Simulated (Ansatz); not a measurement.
ZrC in Ansatz: the effect of functional

The system is ZrC.

```
Zr C
1.0
     3.39148    0.00000    0.00000
    -1.69574    2.93710    0.00000
     0.00000    0.00000    5.29005
Zr C
2 2
Direct
  0.66667 0.33333 0.75000
  0.33333 0.66667 0.25000
  0.00000 0.00000 0.50000
  0.00000 0.00000 0.00000
```

The cell comes from a database or a generator and needn't be the stable form of this composition.

Alike in all runs:

- Program: Ansatz 0.2.0
- Task: band structure
- Potentials or basis: Ansatz PAW
- k mesh: 7 × 7 × 4
- Occupations: fermi-dirac, width 0.05 eV
- Spin: no spin polarisation

One run gave: pressure 4.9 GPa. Which functional did it use?
A. r2SCAN
B. LDA
C. BLYP
D. PBEsol

C.

```csv
functional,cutoff,pressure (GPa)
BLYP,420 eV,4.9
r2SCAN,500 eV,-2.3
LDA,420 eV,-11.8
PBEsol,420 eV,-7.9
```

Caveats: the PAW data sets come from PBE, with cores solved anew for the run's functional, which leaves a small shift of forces and pressure; the potentials were made for another functional, which shifts forces and pressure (some runs).

Not every run made on this cell is shown here.
